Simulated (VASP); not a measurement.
# Ca (P6_3/mmc) in VASP: further runs

One crystal, Ca, is run at these levels: PBE; tasks: single point.

Everything below comes from runs of VASP 6.6.1. Logs are shortened: lines on timing, memory, paths and dates and some standing lists are left out, and cuts for length are marked.

## Step 1: The structure

Symmetry: P6_3/mmc, No. 194, hexagonal system. Conventional cell: a = 3.980 Å, b = 3.980 Å, c = 6.520 Å, α = 90.00°, β = 90.00°, γ = 120.00°. Around Ca (site symmetry -6m2) lie 12 Ca at 3.98 to 3.99 Å.

This isn't the form of Ca at room conditions, which is fcc.

## Step 2: Single point, PBE

INCAR reads:

```
SYSTEM = Ca
PREC = Accurate ; ENCUT = 520
EDIFF = 1E-6 ; ISMEAR = 0
SIGMA = 0.1 ; LREAL = .FALSE.
LASPH = .TRUE. ; NELM = 100
ALGO = Fast ; ISIF = 2
LWAVE = .FALSE. ; LCHARG = .FALSE.
GGA = PE ; NBANDS = 17
```

KPOINTS reads:

```
regular mesh
0
G
  6 6 4
  0 0 0
```

POSCAR reads:

```
Ca
1.0
    3.9799995206      0.0000000000      0.0000000000
   -1.9899997603      3.4467806919      0.0000000000
    0.0000000000      0.0000000000      6.5200000000
Ca
2
Direct
    0.3333333333      0.6666666667      0.2500000000
    0.6666666667      0.3333333333      0.7500000000
```

Potentials or basis: VASP PAW PBE potentials, release 64 (Ca_sv).

The run is started by

```
cat potpaw_PBE.64/Ca_sv/POTCAR > POTCAR
mpirun -np 1 vasp_std > vasp.out
```

OUTCAR:

```text
SYSTEM = Ca
   PREC = Accurate
   ENCUT = 520
   EDIFF = 1E-6
   ISMEAR = 0
   LREAL = .FALSE.
   LASPH = .TRUE.
   NELM = 100
   ISIF = 2
   GGA = PE

 ion  position               nearest neighbor table
   1  0.333  0.667  0.250-
   2  0.667  0.333  0.750-

  LATTYP: Found a hexagonal cell.
 ALAT       =     3.9799995206
 C/A-ratio  =     1.6381911521

  Lattice vectors:

 A1 = (   3.9799995206,   0.0000000000,   0.0000000000)
 A2 = (  -1.9899997603,   3.4467806919,   0.0000000000)
 A3 = (   0.0000000000,   0.0000000000,   6.5200000000)

Analysis of symmetry for initial positions (statically):
=====================================================================
 Subroutine PRICEL returns:
 Original cell was already a primitive cell.

 Routine SETGRP: Setting up the symmetry group for a
 hexagonal supercell.

 Subroutine GETGRP returns: Found 24 space group operations
 (whereof 12 operations were pure point group operations)
 out of a pool of 24 trial point group operations.

The static configuration has the point symmetry D_3d.
 The point group associated with its full space group is D_6h.

Analysis of symmetry for dynamics (positions and initial velocities):
=====================================================================
 Subroutine PRICEL returns:
 Original cell was already a primitive cell.

 Routine SETGRP: Setting up the symmetry group for a
 hexagonal supercell.

 Subroutine GETGRP returns: Found 24 space group operations
 (whereof 12 operations were pure point group operations)
 out of a pool of 24 trial point group operations.

The dynamic configuration has the point symmetry D_3d.
 The point group associated with its full space group is D_6h.

 Subroutine INISYM returns: Found 24 space group operations
 (whereof 12 operations are pure point group operations),
 and found     1 'primitive' translations

----------------------------------------------------------------------------------------

                                     Primitive cell

  volume of cell :      89.4426

  direct lattice vectors                    reciprocal lattice vectors
     3.979999521  0.000000000  0.000000000     0.251256312  0.145062899  0.000000000
    -1.989999760  3.446780692  0.000000000     0.000000000  0.290125798  0.000000000
     0.000000000  0.000000000  6.520000000     0.000000000  0.000000000  0.153374233

  length of vectors
     3.979999521  3.979999521  6.520000000     0.290125798  0.290125798  0.153374233

  position of ions in fractional coordinates (direct lattice)
     0.333333333  0.666666667  0.250000000
     0.666666667  0.333333333  0.750000000

  ion indices of the primitive-cell ions
   primitive index   ion index
                 1           1
                 2           2

----------------------------------------------------------------------------------------

 KPOINTS: regular mesh

Automatic generation of k-mesh.
 Grid dimensions read from file:
 generate k-points for:    6    6    4

 Generating k-lattice:

  Cartesian coordinates                     Fractional coordinates (reciprocal lattice)
     0.041876052  0.024177150  0.000000000     0.166666667 -0.000000000  0.000000000
     0.000000000  0.048354300  0.000000000     0.000000000  0.166666667  0.000000000
     0.000000000  0.000000000  0.038343558     0.000000000  0.000000000  0.250000000

  Length of vectors
     0.048354300  0.048354300  0.038343558

  Shift w.r.t. Gamma in fractional coordinates (k-lattice)
     0.000000000  0.000000000  0.000000000

 Subroutine IBZKPT returns following result:
 ===========================================

 Found     21 irreducible k-points:

 Following reciprocal coordinates:
            Coordinates               Weight
  0.000000  0.000000  0.000000      1.000000
  0.166667  0.000000  0.000000      6.000000
  0.333333  0.000000  0.000000      6.000000
  0.500000  0.000000  0.000000      3.000000
  0.166667  0.166667  0.000000      6.000000
  0.333333  0.166667  0.000000     12.000000
[... 13 lines left out ...]
  0.333333  0.166667  0.500000     12.000000
  0.333333  0.333333  0.500000      2.000000
   k-points           NKPTS =     21   k-points in BZ     NKDIM =     21   number of bands    NBANDS=     17
   number of dos      NEDOS =    301   number of ions     NIONS =      2
   total plane-waves  NPLWV =  43200
   dimension x,y,z NGX =    30 NGY =   30 NGZ =   48
   dimension x,y,z NGXF=    60 NGYF=   60 NGZF=   96
   ions per type =               2
   NGX,Y,Z   is equivalent  to a cutoff of  12.53, 12.53, 12.24 a.u.
   NGXF,Y,Z  is equivalent  to a cutoff of  25.06, 25.06, 24.48 a.u.
 SYSTEM =  Ca
   PREC   = accura    normal or accurate (medium, high low for compatibility)
   ISTART =      0    job   : 0-new  1-cont  2-samecut
   ICHARG =      2    charge: 1-file 2-atom 10-const
   ISPIN  =      1    spin polarized calculation?
   LNONCOLLINEAR =      F non collinear calculations
   LSORBIT =      F    spin-orbit coupling
   LASPH  =      T    aspherical Exc in radial PAW
   ENCUT  =  520.0 eV  38.22 Ry    6.18 a.u.   7.40  7.40 12.12*2*pi/ulx,y,z
   NELM   =    100;   NELMIN=  2; NELMDL= -5     # of ELM steps
   EDIFF  = 0.1E-05   stopping-criterion for ELM
   LREAL  =      F    real-space projection
   EDIFFG = 0.1E-04   stopping-criterion for IOM
   NSW    =      0    number of steps for IOM
   IBRION =     -1    ionic relax: 0-MD 1-quasi-New 2-CG
   NFREE  =      0    steps in history (QN), initial steepest desc. (CG)
   ISIF   =      2    stress and relaxation
   ISYM   =      2    0-nonsym 1-usesym 2-fastsym
   POTIM  = 0.5000    time-step for ionic-motion
   TEBEG  =    0.0;   TEEND  =   0.0 temperature during run
   PSTRESS=    0.0 pullay stress
   NELECT =      20.0000    total number of electrons
   NUPDOWN=      -1.0000    fix difference up-down
   EMIN   =  10.00;   EMAX   =-10.00  energy-range for DOS
   EFERMI =   0.00;   METHOD = LEGACY
   ISMEAR =     0;   SIGMA  =   0.10  broadening in eV -4-tet -1-fermi 0-gaus
   EFERMI_NEDOS =   21; number of points for ismear=-14 and -15
   IALGO  =     68    algorithm
   IMIX   =      4    mixing-type and parameters
     AMIX     =   0.40;   BMIX     =  1.00
     AMIX_MAG =   1.60;   BMIX_MAG =  1.00
  volume/ion in A,a.u.               =      44.72       301.79
  Fermi-wavevector in a.u.,A,eV,Ry     =   0.993658  1.877741 13.433785  0.987355
  Thomas-Fermi vector in A             =   2.125555
   LORBIT       =      0    0 simple, 1 ext, 2 COOP (PROOUT), +10 PAW based schemes
   GGA     = PE    functional components
   LHFCALC =     F    Hartree Fock is set to
   AEXX    =    0.0000 exact exchange contribution
   IVDW    =     0    specifies the selected vdW correction
   LEPSILON=     F    determine dielectric tensor
   LRPA    =     F    only Hartree local field effects (RPA)
 non-spin polarized calculation
 RMM-DIIS sequential band-by-band and
 Gauss-broadening in eV      SIGMA  =   0.10
  energy-cutoff  :      520.00
  volume of cell :       89.44
 maximum number of plane-waves:      2436
 NGX is ok and might be reduce to    30

 number of electron      20.0000006 magnetization

 Free energy of the ion-electron system (eV)
  ---------------------------------------------------
  ext. energy  EPLUGINS =         0.00000000
  ---------------------------------------------------
  free energy    TOTEN  =        -3.82363042 eV

  energy without entropy =       -3.80671568  energy(sigma->0) =       -3.81517305

 E-fermi :   1.7704     XC(G=0):  -7.5564

 val. band max:        1.7682844712   @ k =   0.3333   0.1667   0.0000
 cond. band min:       1.8089174638   @ k =   0.3333   0.0000   0.0000
 fundamental gap:      0.0406329927
 Fermi energy:         1.7703588798

 k-point     1 :       0.0000    0.0000    0.0000
  band No.  band energies     occupation
      1     -40.3949      2.00000
      2     -40.3848      2.00000
      3     -21.4220      2.00000
      4     -21.3381      2.00000
      5     -21.3381      2.00000
      6     -21.3227      2.00000
[... 9 lines left out ...]
     16       4.2771      0.00000
     17       4.6525      0.00000

 k-point     2 :       0.1667    0.0000    0.0000
  band No.  band energies     occupation
      1     -40.3925      2.00000
      2     -40.3836      2.00000
      3     -21.4126      2.00000
      4     -21.3593      2.00000
      5     -21.3447      2.00000
      6     -21.3445      2.00000
[... 9 lines left out ...]
     16       4.3355      0.00000
     17       4.4203      0.00000

 k-point     3 :       0.3333    0.0000    0.0000
  band No.  band energies     occupation
      1     -40.3875      2.00000
      2     -40.3817      2.00000
      3     -21.4024      2.00000
      4     -21.3899      2.00000
      5     -21.3869      2.00000
      6     -21.3575      2.00000
[... 9 lines left out ...]
     16       4.9021      0.00000
     17       5.0949      0.00000

 k-point     4 :       0.5000    0.0000    0.0000
  band No.  band energies     occupation
      1     -40.3845      2.00000
      2     -40.3812      2.00000
      3     -21.4242      2.00000
      4     -21.4075      2.00000
      5     -21.3734      2.00000
      6     -21.3637      2.00000
[... 9 lines left out ...]
     16       5.6574      0.00000
     17       5.7749      0.00000
[... 283 lines left out ...]
      1     -40.3855      2.00000
      2     -40.3855      2.00000
      3     -21.3951      2.00000
      4     -21.3951      2.00000
      5     -21.3521      2.00000
      6     -21.3521      2.00000
[... 9 lines left out ...]
     16       4.3714      0.00000
     17       5.1783      0.00000

 k-point    20 :       0.3333    0.1667    0.5000
  band No.  band energies     occupation
      1     -40.3829      2.00000
      2     -40.3829      2.00000
      3     -21.4173      2.00000
      4     -21.4173      2.00000
      5     -21.3668      2.00000
      6     -21.3668      2.00000
[... 9 lines left out ...]
     16       4.3953      0.00000
     17       5.4601      0.00000

 k-point    21 :       0.3333    0.3333    0.5000
  band No.  band energies     occupation
      1     -40.3820      2.00000
      2     -40.3820      2.00000
      3     -21.4084      2.00000
      4     -21.4084      2.00000
      5     -21.3899      2.00000
      6     -21.3899      2.00000
[... 9 lines left out ...]
     16       4.4352      0.00000
     17       5.4236      0.00000

------------------------ aborting loop because EDIFF is reached ----------------------------------------

  FORCE on cell =-STRESS in cart. coord.  units (eV):
  Direction    XX          YY          ZZ          XY          YZ          ZX
  --------------------------------------------------------------------------------------
  -------------------------------------------------------------------------------------
  Total       -0.5465723     -0.5465723     -0.3593512      0.0000000      0.0000000      0.0000000
  in kB       -9.7907045     -9.7907045     -6.4370279      0.0000000      0.0000000      0.0000000
  external PRESSURE =      -8.6728123 kB  Pullay stress =       0.0000000 kB

 VOLUME and BASIS-vectors are now :
 -----------------------------------------------------------------------------
  energy-cutoff  :      520.00
  volume of cell :       89.44
      direct lattice vectors                 reciprocal lattice vectors
     3.979999521  0.000000000  0.000000000     0.251256312  0.145062899  0.000000000
    -1.989999760  3.446780692  0.000000000     0.000000000  0.290125798  0.000000000
     0.000000000  0.000000000  6.520000000     0.000000000  0.000000000  0.153374233

 POSITION                                       TOTAL-FORCE (eV/Angst)
 -----------------------------------------------------------------------------------
     -0.00000      2.29785      1.63000         0.000000      0.000000      0.000000
      1.99000      1.14893      4.89000        -0.000000      0.000000      0.000000
 -----------------------------------------------------------------------------------
    total drift:                               -0.000000      0.000000     -0.000000

  FREE ENERGIE OF THE ION-ELECTRON SYSTEM (eV)
  ---------------------------------------------------
  free  energy   TOTEN  =        -3.8236304228 eV

  energy  without entropy=       -3.8067156817  energy(sigma->0) =       -3.81517305
```

It took 18 s on 1 thread of Intel Xeon 6975P-C (Granite Rapids), shared host; peak memory 0.2 GiB.

Results:

| Item | Value |
| --- | --- |
| Free energy | -3.8236 eV |
| Pressure | -0.9 GPa |
| Band gap on the k mesh | none (metal or under the smearing width) |

Stress tensor (GPa, compression positive):
```
-0.98  0.00  0.00
 0.00 -0.98  0.00
 0.00  0.00 -0.64
```

Levels at points of the mesh, in eV from the Fermi level:
```
           k point  band 8  band 9  band 10  band 11  band 12  band 13
(0.00, 0.00, 0.00)  -23.08   -3.96    -1.02    -0.24     2.21     2.22
(0.50, 0.00, 0.00)  -23.11   -1.11    -0.70     0.26     0.40     1.32
(0.00, 0.00, 0.50)  -23.10   -2.99    -2.99     1.36     1.36     2.21
(0.50, 0.00, 0.50)  -23.11   -0.65    -0.65     0.06     0.06     1.43
```

[end of part 1 of 2]
